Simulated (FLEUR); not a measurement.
# Nb: equation of state with PBE

**Measured values to compare with.**

“Pressure effects on the electronic structure and superconductivity of (TaNb)0.67(HfZrTi)0.33 high entropy alloy”, 2019, arxiv:1910.08312 quotes, for a bulk crystal of Nb: bulk modulus 169 GPa.

Crystal: Nb.

```
Nb
1.0
    -1.66395    1.66395    1.66395
     1.66395   -1.66395    1.66395
     1.66395    1.66395   -1.66395
Nb
1
Direct
  0.00000 0.00000 0.00000
```

```json
{
 "Program": "FLEUR MaX-R8.1 (later development tree)",
 "Task": "equation of state",
 "Functional": "PBE",
 "Potentials or basis": "all-electron",
 "Basis": "FLAPW",
 "Kmax": "3.8 1/bohr",
 "k mesh": "11 × 11 × 11",
 "Occupations": "fermi-dirac, width 0.05 eV",
 "Spin": "no spin polarisation"
}
```

```yaml
Equilibrium_volume: 18.21 Å³/atom
Bulk_modulus: 171 GPa
Pressure_derivative_of_the_bulk_modulus: 3.3
```

Energy against volume, from the lowest point:
| volume (Å³/atom) | energy (meV/atom) |
| --- | --- |
| 17.322 | 24.17 |
| 17.691 | 7.56 |
| 18.060 | 0.00 |
| 18.428 | 0.57 |
| 18.797 | 8.89 |
| 19.165 | 24.16 |
| 19.534 | 45.73 |

Against the measured bulk modulus of Nb, 169 GPa (quoted in “Pressure effects on the electronic structure and superconductivity of (TaNb)0.67(HfZrTi)0.33 high entropy alloy”, 2019, arxiv:1910.08312), the calculated 171 GPa is off by +1.4 %. The fit is for a static lattice scaled at fixed shape and fixed fractional positions.
